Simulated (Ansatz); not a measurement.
# Hf/AlN/Zr: predicting the conductance of a thicker barrier

Set-up. Ansatz 0.2.0, plane waves with PAW datasets, PBE. Interfaces are relaxed in a short slab (with D3(BJ) where the barrier is layered), set between ideal electrode layers that go on as semi-infinite leads, and the zero-bias conductance G at 300 K comes from T(E) on a typed mesh. The error is the largest of the program's estimates from energy step, mesh, the leads' potential steps and neutrality; its separate bound for narrow resonances between the energies solved isn't counted and can be far larger. The lower electrode is Hf (hcp 0001), the upper Zr (hcp 0001) and the barrier AlN (zinc blende 111), on a net of side 3.2 Å; d is the distance between the electrodes' last planes.

Runs in hand:

```tsv
planes in the barrier	d (Å)	G (S/m²)	error (%)	lead step (meV)
4	7.97	1.43e13	41	32
6	10.49	1.07e12	74	87
8	13.01	2.27e11	53	32
10	15.54	2.75e10	33	32
```

**Question.** A further run has 12 planes, d = 18.06 Å. Fit G ∝ exp(−βd) to the rows shown and predict its conductance.

Working: Take y = ln G: 30.29, 27.70, 26.15 and 24.04. The means are d = 11.75 Å and y = 27.04; Σ(Δd Δy) = −25.62 and Σ(Δd)² = 31.83, so the slope is −0.805 Å⁻¹ (β = 0.805 Å⁻¹). At d = 18.06 Å, y = 27.04 − 0.805 × 6.31 = 21.97, or G = 3.47e9 S/m².

What the calculation gave: The run gave 5.33e9 S/m², with an error estimate of 69 % and a lead step of 87 meV. The prediction is 0.651 times that, too low by 35 %. That lies within the runs' own error estimates, carried through the fit.

**Limits.** The interfaces are ideal, one cell wide, strained to a common net and relaxed from one registry with their symmetry kept. PBE's gaps are too small, so true decay constants are likely larger where the Fermi level lies deep in a gap. No spin-orbit coupling, phonons, disorder or image charges enter. The rows shown are chosen by tests on error estimates (under 100 to 120 %), lead steps (under 150 meV, though the program warns over 25), intact interfaces and, for fits, a steady trend in the rows shown; the data set holds 414 series of this kind, and not all pass.

[Logs are printed without paths, hosts, clocks, repeated set-up lines and the standing remarks that a program may print on its own settings, such as how far it seeks lower states.]
